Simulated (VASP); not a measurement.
# O2CH in VASP: further runs

The runs below take O2CH through relaxation of the atoms, single point, with PBE+D3(BJ), PBE, RPBE.

Program: VASP 6.6.1. These are calculated values, not measurements. Logs are shortened: lines on timing, memory, paths and dates and some standing lists are left out, and cuts for length are marked.

## Step 1: Starting point

The cell holds a molecule in a box, 4 atoms: a = 12.501 Å, b = 13.001 Å, c = 13.501 Å, α = 90.00°, β = 90.00°, γ = 90.00°.

## Step 2: Relaxation of the atoms, PBE+D3(BJ), collinear spin, ferromagnetic start

File INCAR:

```
ALGO = Fast
EDIFF = 1E-6
EDIFFG = -0.03
ENCUT = 400
GGA = PE
IBRION = 2
ISIF = 2
ISMEAR = 0
ISPIN = 2
ISYM = 0
IVDW = 12
LASPH = T
LCHARG = F
LORBIT = 11
LREAL = F
LWAVE = F
MAGMOM = 0.5 0.5 0.5 0.5
NELM = 100
NSW = 120
NUPDOWN = 1
PREC = Accurate
SIGMA = 0.01
```

File KPOINTS:

```
k-points
0
Gamma
  1 1 1
```

File POSCAR:

```
HCO2
1.0
   12.5008549775      0.0000000000      0.0000000000
    0.0000000000     13.0008549775      0.0000000000
    0.0000000000      0.0000000000     13.5008549775
O C H
2 1 1
Selective dynamics
Direct
    0.5048703041      0.5354628166      0.4133508595  F F F
    0.4269781399      0.4937291189      0.5615529535  T T T
    0.4910432863      0.5066712909      0.4967023286  T T T
    0.5771082697      0.4795203772      0.5283938584  T T T
```

Potentials or basis: VASP PAW PBE potentials, release 64 (O, C, H).

Launch:

```sh
cat potpaw_PBE.64/O/POTCAR potpaw_PBE.64/C/POTCAR potpaw_PBE.64/H/POTCAR > POTCAR
mpirun -np 4 vasp_gam > vasp.out
```

OUTCAR:

```text
EDIFF = 1E-6
   EDIFFG = -0.03
   ENCUT = 400
   GGA = PE
   IBRION = 2
   ISIF = 2
   ISMEAR = 0
   ISPIN = 2
   ISYM = 0
   IVDW = 12
   LASPH = T
   LORBIT = 11
   LREAL = F
   NELM = 100
   NSW = 120
   NUPDOWN = 1
   PREC = Accurate
 IVDW          = 12

 ion  position               nearest neighbor table
   1  0.505  0.535  0.413-   3 1.20
   2  0.427  0.494  0.562-   3 1.20
   3  0.491  0.507  0.497-   2 1.20   1 1.20   4 1.21
   4  0.577  0.480  0.528-   3 1.21

IMPORTANT INFORMATION: All symmetrisations will be switched off!
NOSYMM: (Re-)initialisation of all symmetry stuff for point group C_1.

----------------------------------------------------------------------------------------

                                     Primitive cell

  volume of cell :    2194.1833

  direct lattice vectors                    reciprocal lattice vectors
    12.500854977  0.000000000  0.000000000     0.079994529  0.000000000  0.000000000
     0.000000000 13.000854977  0.000000000     0.000000000  0.076918018  0.000000000
     0.000000000  0.000000000 13.500854977     0.000000000  0.000000000  0.074069383

  length of vectors
    12.500854977 13.000854977 13.500854977     0.079994529  0.076918018  0.074069383

  position of ions in fractional coordinates (direct lattice)
     0.504870304  0.535462817  0.413350859
     0.426978140  0.493729119  0.561552953
     0.491043286  0.506671291  0.496702329
     0.577108270  0.479520377  0.528393858

  ion indices of the primitive-cell ions
   primitive index   ion index
                 1           1
                 2           2
                 3           3
                 4           4

----------------------------------------------------------------------------------------

 KPOINTS: k-points

Automatic generation of k-mesh.
 Grid dimensions read from file:
 generate k-points for:    1    1    1

 Generating k-lattice:

  Cartesian coordinates                     Fractional coordinates (reciprocal lattice)
     0.079994529  0.000000000  0.000000000     1.000000000  0.000000000  0.000000000
     0.000000000  0.076918018  0.000000000     0.000000000  1.000000000  0.000000000
     0.000000000  0.000000000  0.074069383     0.000000000  0.000000000  1.000000000

  Length of vectors
     0.079994529  0.076918018  0.074069383

  Shift w.r.t. Gamma in fractional coordinates (k-lattice)
     0.000000000  0.000000000  0.000000000

 Subroutine IBZKPT returns following result:
 ===========================================

[... 44 lines left out ...]
  volume/ion in A,a.u.               =     548.55      3701.77
  Fermi-wavevector in a.u.,A,eV,Ry     =   0.323942  0.612161  1.427771  0.104938
  Thomas-Fermi vector in A             =   1.213633
   LORBIT       =     11    0 simple, 1 ext, 2 COOP (PROOUT), +10 PAW based schemes
   GGA     = PE    functional components
   LHFCALC =     F    Hartree Fock is set to
   AEXX    =    0.0000 exact exchange contribution
   IVDW    =    12    specifies the selected vdW correction
   LEPSILON=     F    determine dielectric tensor
   LRPA    =     F    only Hartree local field effects (RPA)
 conjugate gradient relaxation of ions
 spin polarized calculation
 RMM-DIIS sequential band-by-band and
 Gauss-broadening in eV      SIGMA  =   0.01
  energy-cutoff  :      400.00
  volume of cell :     2194.18
 maximum number of plane-waves:     19912
 NGX is ok and might be reduce to    84
   NGX = 41   NGY = 43   NGZ = 45

--------------------------------------- Ionic step        1  -------------------------------------------

 number of electron      16.9999995 magnetization       1.0000046

 Free energy of the ion-electron system (eV)
  ---------------------------------------------------
  ext. energy  EPLUGINS =         0.00000000
  ---------------------------------------------------
  free energy    TOTEN  =       -24.05398319 eV

  energy without entropy =      -24.05398319  energy(sigma->0) =      -24.05398319

------------------------ aborting loop because EDIFF is reached ----------------------------------------

 Edisp (eV)   -0.03784

 E8    (eV) :    -0.0109
[... 111 lines left out ...]
  FREE ENERGIE OF THE ION-ELECTRON SYSTEM (eV)
  ---------------------------------------------------
  free  energy   TOTEN  =       -24.1706058190 eV

  energy  without entropy=      -24.1706058190  energy(sigma->0) =      -24.17060582

[... ionic steps 4 to 18 ...]

--------------------------------------- Ionic step       19  -------------------------------------------

 number of electron      17.0000004 magnetization       1.0000002

------------------------ aborting loop because EDIFF is reached ----------------------------------------
[... 79 lines left out ...]
--------------------------------------- Ionic step       21  -------------------------------------------

 number of electron      17.0000004 magnetization       1.0000002

 Free energy of the ion-electron system (eV)
  ---------------------------------------------------
  ext. energy  EPLUGINS =         0.00000000
  ---------------------------------------------------
  free energy    TOTEN  =       -24.17192031 eV

  energy without entropy =      -24.17192031  energy(sigma->0) =      -24.17192031

 E-fermi :  -7.8230     XC(G=0):  -0.3826

 val. band max:       -7.8576860877   @ k =   0.0000   0.0000   0.0000
 cond. band min:      -6.5310433753   @ k =   0.0000   0.0000   0.0000
 fundamental gap:      1.3266427124
 Fermi energy:        -7.7423816597

 spin component 1

 k-point     1 :       0.0000    0.0000    0.0000
  band No.  band energies     occupation
      1     -28.4463      1.00000
      2     -26.8703      1.00000
      3     -15.6166      1.00000
      4     -12.9732      1.00000
      5     -12.3239      1.00000
      6     -11.8136      1.00000
[... 8 lines left out ...]
     15       0.6407      0.00000
     16       0.8677      0.00000
 Fermi energy:        -7.8229985609

 spin component 2

 k-point     1 :       0.0000    0.0000    0.0000
  band No.  band energies     occupation
      1     -28.0271      1.00000
      2     -26.3540      1.00000
      3     -14.9203      1.00000
      4     -12.6391      1.00000
      5     -11.8570      1.00000
      6     -11.6965      1.00000
[... 8 lines left out ...]
     15       0.6840      0.00000
     16       0.8690      0.00000
[... 33 lines left out ...]
  FREE ENERGIE OF THE ION-ELECTRON SYSTEM (eV)
  ---------------------------------------------------
  free  energy   TOTEN  =       -24.2096038080 eV

  energy  without entropy=      -24.2096038080  energy(sigma->0) =      -24.20960381

 reached required accuracy - stopping structural energy minimisation

 total charge

# of ion       s       p       d       tot
------------------------------------------
    1        1.629   3.458   0.000   5.087
    2        1.629   3.458   0.000   5.087
    3        0.889   1.758   0.000   2.646
    4        0.544   0.034   0.000   0.578
--------------------------------------------------
tot          4.691   8.707   0.000  13.398

 magnetization (x)

# of ion       s       p       d       tot
------------------------------------------
    1        0.004   0.302   0.000   0.306
    2        0.004   0.302   0.000   0.306
    3       -0.010  -0.017   0.000  -0.027
    4        0.158  -0.001   0.000   0.157
--------------------------------------------------
tot          0.156   0.587   0.000   0.743
```

OSZICAR:

```text
N       E                     dE             d eps       ncg     rms          rms(c)
DAV:   1     0.132510662546E+03    0.13251E+03   -0.40641E+03    96   0.454E+02
[... 318 lines left out ...]
  20 F= -.24209600E+02 E0= -.24209600E+02  d E =-.168924E-04  mag=     1.0000
       N       E                     dE             d eps       ncg     rms          rms(c)
DAV:   1    -0.241719349217E+02   -0.19786E-04   -0.30239E-03    64   0.410E-01    0.253E-02
RMM:   2    -0.241718919343E+02    0.42987E-04   -0.79025E-05    64   0.596E-02    0.165E-02
RMM:   3    -0.241719110585E+02   -0.19124E-04   -0.86394E-06    64   0.212E-02    0.681E-03
RMM:   4    -0.241719196092E+02   -0.85507E-05   -0.41201E-06    61   0.127E-02    0.896E-03
RMM:   5    -0.241719203069E+02   -0.69779E-06   -0.14630E-06    49   0.722E-03
  21 F= -.24209604E+02 E0= -.24209604E+02  d E =-.209956E-04  mag=     1.0000
```

CONTCAR:

```text
HCO2
   1.00000000000000
    12.5008549774999995    0.0000000000000000    0.0000000000000000
     0.0000000000000000   13.0008549774999995    0.0000000000000000
     0.0000000000000000    0.0000000000000000   13.5008549774999995
  O               C               H
     2     1     1
Selective dynamics
Direct
     0.5048703041000024    0.5354628166000026    0.4133508594999995   F   F   F
     0.4255790350312328    0.4923009787624666    0.5662560215449306   T   T   T
     0.4922508209889021    0.5054041277967326    0.4995861904793927   T   T   T
     0.5753364729397550    0.4793660221624146    0.5296561260106512   T   T   T

  0.00000000E+00  0.00000000E+00  0.00000000E+00
  0.00000000E+00  0.00000000E+00  0.00000000E+00
  0.00000000E+00  0.00000000E+00  0.00000000E+00
  0.00000000E+00  0.00000000E+00  0.00000000E+00
```

Run time: 8.2 min. Hardware: 4 MPI ranks of Intel Xeon 6975P-C (Granite Rapids), shared host; peak memory 0.62 GiB.

What came out:

```yaml
Free_energy: -24.2096 eV
Energy_gained_by_relaxing: 29.4 meV/atom
Ionic_steps: 21
Net_moment: 1.00 μB per cell
Site_moments: O +0.31; C -0.03; H +0.16 μB
Valence_electrons_inside_the_program's_atomic_spheres: O 5.09; C 2.65; H 0.58
Dispersion_energy_per_atom: -0.009 eV
```

The path:
```
step  energy change (eV)  largest force (eV/Å)  pressure (GPa)
   1              0.0000                2.9567            0.05
   2              0.2266                4.2825           -0.24
   3             -0.0788                2.2059           -0.07
   4             -0.0058                2.8437           -0.16
   5             -0.1122                0.3934           -0.11
   6             -0.1119                0.7230           -0.09
   7             -0.1143                0.3065           -0.10
   8             -0.1160                0.3068           -0.11
   9             -0.1160                0.2877           -0.10
  10             -0.1173                0.1055           -0.11
  11             -0.1173                0.1249           -0.11
  12             -0.1171                0.2080           -0.11
  13             -0.1174                0.0502           -0.11
  14             -0.1175                0.0465           -0.11
  15             -0.1175                0.0510           -0.11
  16             -0.1176                0.0488           -0.11
  17             -0.1177                0.0729           -0.11
  18             -0.1177                0.0603           -0.11
  19             -0.1178                0.0530           -0.11
  20             -0.1178                0.0444           -0.11
  21             -0.1178                0.0233           -0.11
```

Final structure:
```xyz
4
Lattice="12.5009 0.0000 0.0000 0.0000 13.0009 0.0000 0.0000 0.0000 13.5009" Properties=species:S:1:pos:R:3 pbc="T T T"
O     6.3113    6.9615    5.5806
O     5.3201    6.4003    7.6449
C     6.1536    6.5707    6.7448
H     7.1922    6.2322    7.1508
```

Caveat: the cutoff is under 1.25 times the usual one of these potentials, so pressure, stress and relaxed cells hold a basis-set (Pulay) error; the standard files for N, O and F lose accuracy on very short bonds; the total moment is fixed, so each spin has its own Fermi level.

(Continued in part 2 of 2.)
